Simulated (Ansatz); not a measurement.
# Convergence notes, G0W0 on NaCl (CsCl type)

NaCl built on the CsCl prototype, relaxed with r2SCAN; one-shot G0W0 in Ansatz without spin-orbit coupling. The calculation is spin-unpolarised, and the structure need not be a phase that has been made.

Space group Pm-3m (No. 221). a = 3.460 Å, b = 3.460 Å, c = 3.460 Å, α = 90.00°, β = 90.00°, γ = 90.00°

| atom | site | symmetry | x | y | z |
| --- | --- | --- | --- | --- | --- |
| Na | 1a | m-3m | 0.0000 | 0.0000 | 0.0000 |
| Cl | 1b | m-3m | 0.5000 | 0.5000 | 0.5000 |

Gaps are read over the mesh points alone. G0W0 here is at a finite number of bands, screening cutoff and k mesh, not at the basis limit.

| start | potentials | frequency model | mesh | empty bands | screening cutoff (eV) | Kohn-Sham gap (eV) | G0W0 gap (eV) | rough cost |
| --- | --- | --- | --- | --- | --- | --- | --- | --- |
| PBE | PAW | contour deformation | 4×4×4 | 67 | 80 | 4.10 | 6.40 | 7 core-seconds |
| PBE | PAW | contour deformation | 4×4×4 | 155 | 140 | 4.10 | 6.58 | 26 core-seconds |
| PBE | PAW | contour deformation | 4×4×4 | 286 | 210 | 4.10 | 6.69 | 100 core-seconds |
| HSE06 | PAW | contour deformation | 4×4×4 | 155 | 140 | 5.43 | 7.25 | 70 core-seconds |
| LDA | PAW | contour deformation | 4×4×4 | 155 | 140 | 3.71 | 6.42 | 26 core-seconds |
| r2SCAN | PAW | contour deformation | 4×4×4 | 155 | 140 | 4.91 | 7.05 | 30 core-seconds |
| PBE | PAW | Godby-Needs pole | 4×4×4 | 155 | 140 | 4.10 | 6.58 | 30 core-seconds |
| PBE | PAW | contour deformation | 6×6×6 | 67 | 80 | 4.10 | 6.39 | 40 core-seconds |
| PBE | norm-conserving | contour deformation | 4×4×4 | 155 | 140 | 4.10 | 6.57 | 60 core-seconds |

The quasiparticle gap on this mesh is 6.69 eV (M to Γ), against 4.10 eV from PBE: +2.59 eV. Renormalisation factors Z lie between 0.77 and 0.85.

Raising bands and cutoff together moves the gap by +0.18 eV (80 to 140 eV), then +0.11 eV (140 to 210 eV); the last step is still large, so the basis limit isn't reached. Starting from HSE06 (5.43 eV against PBE's 4.10 eV) gives 7.25 eV, +0.67 eV from G0W0@PBE at the same screening cutoff. Starting from LDA (3.71 eV against PBE's 4.10 eV) gives 6.42 eV, -0.16 eV from G0W0@PBE at the same screening cutoff. Starting from r2SCAN (4.91 eV against PBE's 4.10 eV) gives 7.05 eV, +0.47 eV from G0W0@PBE at the same screening cutoff. The Godby-Needs plasmon pole differs from contour deformation by 0.00 eV. A 6×6×6 mesh in place of 4×4×4 changes the opening over PBE by -0.02 eV (the gap on the mesh by -0.01 eV). Norm-conserving potentials (wave cutoff 1197 eV against 420 eV) shift the quasiparticle gap by -0.01 eV and the PBE gap by 0.00 eV. r2SCAN runs take a wave cutoff of 500 eV.
